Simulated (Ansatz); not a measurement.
# Sb: relaxation of cell and atoms with PBEsol

Sb:

```
Sb
1.0
    -4.03001    4.03001    2.02549
     4.03001   -4.03001    2.02549
     4.03001    4.03001   -2.02549
Sb
4
Cartesian
  1.2192 5.2492 0.0000
  2.8108 1.2192 0.0000
  2.8108 -1.2192 2.0255
  1.2192 2.8108 2.0255
```

This isn't the form of Sb at room conditions, which is rhombohedral.

```json
{"Program": "Ansatz 0.2.0", "Task": "relaxation of cell and atoms", "Functional": "PBEsol", "Potentials or basis": "Ansatz PAW", "Cutoff": "420 eV (not typed: the program's choice for these potentials)", "k mesh": "7 × 7 × 7", "Occupations": "fermi-dirac, width 0.05 eV", "Spin": "no spin polarisation", "Target pressure": "10 GPa", "Target pressure (GPa)": "10"}
```

* Relaxed volume: 25.34 Å³/atom
* Relaxed cell: a = 5.088 Å, b = 5.088 Å, c = 5.088 Å, α = 109.47°, β = 109.47°, γ = 109.47°
* Space group after relaxing (to 0.05 Å): Pm-3m (No. 221)
* Energy change on relaxing (the enthalpy is what falls): -150.5 meV/atom
* Ionic steps: 26
* Pressure after relaxing: 10.0 GPa
* Band gap on the k mesh: none (metal or under the smearing width)

The path:
```tsv
step	energy change (eV)	largest force (eV/Å)	volume (Å³)
1	0.0000	0.0440	131.58
2	0.3834	0.1369	113.83
3	0.5282	0.0098	110.19
4	0.5048	0.0179	110.28
5	0.6092	0.1005	108.14
6	0.7650	0.0307	105.20
7	0.7499	0.3340	102.18
8	0.7231	0.5254	98.84
9	0.4821	0.2804	98.75
10	0.5628	0.1053	95.71
11	0.5268	0.0173	96.19
12	0.5073	0.0093	96.50
13	0.5105	0.0005	96.44
14	0.3110	0.0069	96.44
15	0.2023	0.0436	96.44
16	-0.0050	0.2085	98.71
17	-0.1169	0.3687	97.51
18	-0.4010	0.2135	100.46
19	-0.5880	0.0626	101.42
20	-0.6047	0.0173	101.48
21	-0.5937	0.0040	101.29
22	-0.5959	0.0009	101.32
23	-0.5985	0.0008	101.32
24	-0.6014	0.0002	101.37
25	-0.6020	0.0001	101.38
26	-0.6020	0.0001	101.38
```

Final structure:
```cif
data_structure
_symmetry_space_group_name_H-M 'P 1'
_symmetry_Int_Tables_number 1
_cell_length_a 5.0877
_cell_length_b 5.0877
_cell_length_c 5.0877
_cell_angle_alpha 109.471
_cell_angle_beta 109.471
_cell_angle_gamma 109.473
_cell_volume 101.38
loop_
_atom_site_label
_atom_site_type_symbol
_atom_site_fract_x
_atom_site_fract_y
_atom_site_fract_z
_atom_site_occupancy
Sb1 Sb 0.74998 0.24998 0.99997 1
Sb2 Sb 0.24998 0.25002 0.50000 1
Sb3 Sb 0.25002 0.75002 0.00003 1
Sb4 Sb 0.75002 0.74998 0.50000 1
```

Levels at points of the mesh, in eV from the Fermi level:
```csv
k point,band 28,band 29,band 30,band 31,band 32,band 33
"(0.00, 0.00, 0.00)",-4.31,-4.31,-4.31,1.50,1.50,1.50
```

Wall time 2.1 min on 2 threads of Arm Neoverse V2, with other jobs on the host, peak memory 0.52 GiB.

Caveat: the volume moved by over 15 % at a fixed basis, so the end points are rough; the plane-wave basis is chosen anew once the cell has moved, so the energies of steps on either side of that aren't comparable; the PAW data sets come from PBE, with cores solved anew for the run's functional, which leaves a small shift of forces and pressure. Spin-orbit coupling is left out, which matters for the levels of Sb.
